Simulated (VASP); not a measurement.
# Al: convergence, density of states

Al, P6_3/mmc (no. 194), 2 atoms in the cell. PBE; PAW potentials Al (PBE set). VASP 6.6.1.

Wanted: density of states by 0.5 eV bins within 20 %; centre of the states within 12 eV below the valence top within 0.1 eV; states at the Fermi level within 20 %.

What the run is for: density of states; Accuracy asked: screening; k mesh of the density: 12 × 12 × 6.

POSCAR:
```
Al
1.0
    2.8124553515      0.0000000000      0.0000000000
   -1.4062276757      2.4356577814      0.0000000000
    0.0000000000      0.0000000000      4.8668500000
Al
2
Direct
    0.3333333333      0.6666666667      0.2500000000
    0.6666666667      0.3333333333      0.7500000000
```

The series start from Plane-wave cutoff (eV): 280; k-point mesh: 15 × 15 × 8; Energy points (NEDOS): 2001; Occupations for the DOS: ISMEAR=-5; Electronic threshold (eV): 1e-6; Precision mode (PREC): Accurate. Each series keeps the choices made before it, and each single choice may use up half of a tolerance. Times cover all steps of a run.

## Plane-wave cutoff (eV)

| Plane-wave cutoff (eV) | Density of states by 0.5 eV bins, largest deviation against the largest value | Centre of the states within 12 eV below the valence top (eV) | States at the Fermi level (states/eV/atom) | Time (s) |
|---|---|---|---|---|
| 190 | 0.94 % | -4.39 | 0.4436 | 7.6 |
| 240 | 0.25 % | -4.38 | 0.4443 | 9.3 |
| 280 | 0.23 % | -4.38 | 0.4441 | 10 |
| 310 | 0.083 % | -4.38 | 0.4444 | 11 |
| 380 | 0.021 % | -4.38 | 0.4444 | 17 |
| 480 (reference) | 0 % | -4.38 | 0.4445 | 23 |

Chosen: 190, the loosest value from which every tighter one stays within half of the tolerance.

## k-point mesh

| k-point mesh | Density of states by 0.5 eV bins, largest deviation against the largest value | Centre of the states within 12 eV below the valence top (eV) | States at the Fermi level (states/eV/atom) | Time (s) |
|---|---|---|---|---|
| 6 × 6 × 3 | 38 % | -4.32 | 0.688 | 4.5 |
| 8 × 8 × 4 | 35 % | -4.27 | 0.5495 | 5.1 |
| 10 × 10 × 5 | 19 % | -4.33 | 0.4474 | 5.3 |
| 12 × 12 × 6 | 17 % | -4.35 | 0.4659 | 6.2 |
| 15 × 15 × 8 | 11 % | -4.39 | 0.4436 | 7.6 |
| 18 × 18 × 9 | 7.5 % | -4.39 | 0.4395 | 9.6 |
| 22 × 22 × 11 | 3.1 % | -4.39 | 0.4393 | 13 |
| 26 × 26 × 13 | 1.8 % | -4.39 | 0.4305 | 18 |
| 33 × 33 × 17 (reference) | 0 % | -4.40 | 0.4222 | 33 |

Chosen: 18 × 18 × 9.

## Energy points (NEDOS)

| Energy points (NEDOS) | Density of states by 0.5 eV bins, largest deviation against the largest value | Centre of the states within 12 eV below the valence top (eV) | States at the Fermi level (states/eV/atom) | Time (s) |
|---|---|---|---|---|
| 301 | 0.91 % | -4.40 | 0.4389 | 9.0 |
| 501 | 8.6 % | -4.37 | 0.439 | 8.8 |
| 1001 | 3.7 % | -4.39 | 0.4397 | 9.0 |
| 2001 | 1.2 % | -4.39 | 0.4395 | 9.6 |
| 4001 (reference) | 0 % | -4.39 | 0.4395 | 8.8 |

Chosen: 301.

## Occupations for the DOS

| Occupations for the DOS | Density of states by 0.5 eV bins, largest deviation against the largest value | Centre of the states within 12 eV below the valence top (eV) | States at the Fermi level (states/eV/atom) | Time (s) |
|---|---|---|---|---|
| ISMEAR=-5 | 0 % | -4.40 | 0.4389 | 9.0 |
| ISMEAR=-4 | 0 % | -4.40 | 0.4389 | 8.8 |
| ISMEAR=0 SIGMA=0.05 | 13 % | -4.43 | 0.5774 | 8.2 |
| ISMEAR=0 SIGMA=0.1 | 12 % | -4.42 | 0.5436 | 7.8 |
| ISMEAR=-15 SIGMA=0.025 | 0.02 % | -4.40 | 0.4389 | 9.3 |
| ISMEAR=1 SIGMA=0.1 | 13 % | -4.43 | 0.5844 | 7.8 |

Chosen: ISMEAR=-5; no other choice that stays within half of the tolerance saves 30 % of the time.

## Electronic threshold (eV)

| Electronic threshold (eV) | Density of states by 0.5 eV bins, largest deviation against the largest value | Centre of the states within 12 eV below the valence top (eV) | States at the Fermi level (states/eV/atom) | Time (s) |
|---|---|---|---|---|
| 0.001 | 0.02 % | -4.40 | 0.4388 | 8.0 |
| 0.0001 | 0.02 % | -4.40 | 0.4389 | 8.5 |
| 1e-5 | 0.02 % | -4.40 | 0.4389 | 8.5 |
| 1e-6 (reference) | 0 % | -4.40 | 0.4389 | 9.0 |

Chosen: 0.001.

## Precision mode (PREC)

| Precision mode (PREC) | Density of states by 0.5 eV bins, largest deviation against the largest value | Centre of the states within 12 eV below the valence top (eV) | States at the Fermi level (states/eV/atom) | Time (s) |
|---|---|---|---|---|
| Normal | 0 % | -4.40 | 0.4388 | 5.8 |
| Accurate (reference) | 0 % | -4.40 | 0.4388 | 8.0 |

Chosen: Normal.

## All choices together

| Input | Density of states by 0.5 eV bins, largest deviation against the largest value | Centre of the states within 12 eV below the valence top (eV) | States at the Fermi level (states/eV/atom) | Time (s) |
|---|---|---|---|---|
| defaults for smearing, thresholds and mesh (naive) | 115 % | -4.58 | 0.5277 | 5.4 |
| chosen settings | 7.3 % | -4.40 | 0.4388 | 5.8 |
| reference settings throughout | 0 % | -4.38 | 0.4233 | 92 |

The tolerance is met.

## The input

INCAR.step1:
```
GGA = PE
ISMEAR = 1
SIGMA = 0.1
LWAVE = False
LCHARG = True
NBANDS = 19
PREC = Normal
LASPH = True
LREAL = False
ALGO = Normal
EDIFF = 0.001
NELM = 120
GGA_COMPAT = False
ENCUT = 190
```

INCAR.step2:
```
GGA = PE
ISMEAR = -5
LWAVE = False
LCHARG = False
NBANDS = 19
PREC = Normal
LASPH = True
LREAL = False
ALGO = Normal
EDIFF = 0.001
NELM = 120
GGA_COMPAT = False
ENCUT = 190
NEDOS = 301
LORBIT = 11
EMIN = -9.0921
EMAX = 15.9079
ICHARG = 11
```

KPOINTS.step1:
```
k-points
0
Gamma
  12 12 6
```

KPOINTS.step2:
```
Automatic mesh
0
Gamma
  18 18 9
  0 0 0
```

Commands (each step's output is kept before the next begins):
```
cat potpaw_PBE.64/Al/POTCAR > POTCAR
cp INCAR.step1 INCAR
cp KPOINTS.step1 KPOINTS
mpirun -np 1 vasp_std > vasp.out
cp INCAR.step2 INCAR
cp KPOINTS.step2 KPOINTS
mpirun -np 1 vasp_std > vasp.out
```

The chosen input took VASP 6.6.1 5.8 s on 1 core (Intel Xeon 6975P-C (Granite Rapids)), a shared host.
